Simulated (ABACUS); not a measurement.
The system is Pt.

```xyz
2
Lattice="2.7607 0.0000 0.0000 -1.3803 2.3908 0.0000 0.0000 0.0000 4.7921" Properties=species:S:1:pos:R:3 pbc="T T T"
Pt    0.0000    1.5939    1.1980
Pt    1.3803    0.7969    3.5941
```

This isn't the form of Pt at room conditions, which is fcc.

| Item | Value |
| --- | --- |
| Program | ABACUS 3.10.1 |
| Task | relaxation of cell and atoms |
| Functional | PBE |
| Potentials or basis | PseudoDojo NC SR 0.4.1 PBE standard |
| Cutoff | 1143 eV |
| Density cutoff | 4572 eV |
| Basis | plane waves |
| k mesh | 8 × 8 × 4 |
| Occupations | fermi-dirac, width 0.05 eV |
| Spin | no spin polarisation |

At the start: pressure -1.0 GPa; volume 15.81 Å³/atom.

Where does the relaxation end?

Over 5 steps the energy falls by 2.8 meV/atom and the volume is 15.72 Å³/atom (-0.6 %); space group P6_3/mmc (No. 194, to 0.05 Å).

Step by step:
| step | energy change (eV) | largest force (eV/Å) | pressure (GPa) | volume (Å³) |
| --- | --- | --- | --- | --- |
| 1 | 0.0000 | 0.0000 | -0.98 | 31.63 |
| 2 | -0.0036 | 0.0000 | 2.21 | 31.17 |
| 3 | -0.0043 | 0.0000 | 1.29 | 31.29 |
| 4 | -0.0038 | 0.0000 | -1.47 | 31.61 |
| 5 | -0.0056 | 0.0000 | 0.00 | 31.44 |

Final structure:
```
Pt
1.0
     2.77429    0.00000    0.00000
    -1.38715    2.40261    0.00000
     0.00000    0.00000    4.71648
Pt
2
Direct
  0.33333 0.66667 0.25000
  0.66667 0.33333 0.75000
```
